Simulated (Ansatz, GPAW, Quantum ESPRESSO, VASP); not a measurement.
## BaZrO3: energy against volume and a worked fit

```cif
data_structure
_symmetry_space_group_name_H-M 'P 1'
_symmetry_Int_Tables_number 1
_cell_length_a 4.1913
_cell_length_b 4.1913
_cell_length_c 4.1913
_cell_angle_alpha 90.000
_cell_angle_beta 90.000
_cell_angle_gamma 90.000
_cell_volume 73.63
loop_
_atom_site_label
_atom_site_type_symbol
_atom_site_fract_x
_atom_site_fract_y
_atom_site_fract_z
_atom_site_occupancy
Ba1 Ba 0.00000 0.00000 0.00000 1
Zr1 Zr 0.50000 0.50000 0.50000 1
O1 O 0.50000 0.50000 0.00000 1
O2 O 0.50000 0.00000 0.50000 1
O3 O 0.00000 0.50000 0.50000 1
```

The cell was scaled at fixed shape and fractions and run with Ansatz, Ansatz PAW, cutoff 420 eV; PBEsol, k mesh 6 × 6 × 6 on the cell of 5 atoms, fermi-dirac occupations of 0.05 eV, no spin polarisation, no spin-orbit coupling. The potentials were made for PBE. Energies are those that the program minimises, any entropy of the smearing included.

| V (Å³/atom) | energy over the lowest row (meV/atom) |
| --- | --- |
| 13.8426 | 22.27 |
| 14.1371 | 7.84 |
| 14.4316 | 0.67 |
| 14.7261 | 0.00 |
| 15.0207 | ? |
| 15.3152 | 15.23 |
| 15.6097 | 30.14 |

Task: Fit the third-order Birch-Murnaghan form, give V0, B0 and B′, and predict the energy left open.

Result: With y = (V0/V)^(2/3), E = E0 + (9 V0 B0/16) [(y - 1)³ B′ + (y - 1)² (6 - 4y)]. Least squares through the rows shown give V0 = 14.6123 Å³/atom, E0 = -0.48 meV, B0 = 162.7 GPa (1 eV/Å³ = 160.218 GPa) and B′ = 4.52, with a largest miss of 0.04 meV. At V = 15.0207 the form with these constants gives 5.03 meV; the run gave 5.00 meV an atom. Other set-ups at this level, from all their volumes (Å³/atom, GPa): GPAW, PAW data sets generated for this functional: V0 14.597, B0 162.4; Ansatz, all-electron LAPW, scalar-relativistic: V0 14.612, B0 162.9; Quantum ESPRESSO, GBRV 1.5 PBEsol: V0 14.666, B0 163.1; VASP, PBE PAW files Ba_sv, O, Zr_sv, 520 eV (made for PBE): V0 14.733, B0 162.2. Measured volume: 14.73 Å³/atom at 300 K (arxiv:cond-mat/0602127), so the fit lies -0.8 % from it. The runs are for a static lattice.

The energy rises more steeply on compression than on expansion, as the positive B′ requires. In cubic BaZrO3 with fixed fractions, the Zr-O-Zr links are straight and cannot buckle, so any loss of volume directly shortens the strong, partly covalent Zr-O bonds as well as the Ba-O contacts. Closed-shell repulsion then grows faster than the electrostatic and covalent attraction, which accounts for both the stiffness and the asymmetry.

The fitted volume practically coincides with the all-electron value of 14.612 Å³/atom, so the shortfall against experiment is unlikely to come mainly from the potentials. Zero-point motion and thermal expansion would normally enlarge the cell and probably close much of that gap. The near-exact match of the VASP volume, 14.733 Å³/atom, to the room-temperature measurement is therefore probably a partial cancellation between a potential-related shift and missing vibrational expansion, not a sign of greater accuracy. Since only uniform scaling was sampled, the curve cannot show whether the cubic structure resists octahedral tilting.
